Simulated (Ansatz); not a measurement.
## TiC under changes of volume

One of the cells (10.158 Å³/atom); the others are scaled copies at fixed shape and fractional positions:

```
CELL_PARAMETERS angstrom
0.00000 2.16572 2.16572
2.16572 0.00000 2.16572
2.16572 2.16572 0.00000
ATOMIC_POSITIONS crystal
Ti 0.00000 0.00000 0.00000
C 0.50000 0.50000 0.50000
```

The cell is a database's computed one.

```yaml
Program: Ansatz 0.2.0
Functional: PBE
Potentials_or_basis: PseudoDojo standard (PBE files)
Cutoff: 1143 eV
Density_cutoff: 4572 eV
k_mesh: 11 × 11 × 11
Occupations: fermi-dirac, width 0.05 eV
Spin: no spin polarisation
```

| volume (Å³/atom) | energy over the lowest point (meV/atom) | pressure (GPa) |
| --- | --- | --- |
| 9.548 | ? | ? |
| 9.752 | 14.63 | 11.5 |
| 9.955 | 3.77 | 5.7 |
| 10.158 | 0.00 | 0.4 |
| 10.361 | 2.64 | -4.4 |
| 10.564 | 11.09 | -8.8 |
| 10.767 | 24.77 | -12.7 |

**Question.** What does the run at 9.548 Å³/atom give?

**Answer.** Energy over the lowest point 33.33 meV/atom; pressure 18.0 GPa.

Worked out: A Birch-Murnaghan fit of order 3 (a polynomial in V^(-2/3)) to the other rows has its minimum at 10.17 Å³/atom with B0 = V·E''(V) = 252 GPa and B' = 4.1. It gives 33.46 meV/atom at 9.548 Å³/atom, against the run's 33.33, and -dE/dV = 18.1 GPa, against 18.0.

Energies are extrapolated to zero smearing.
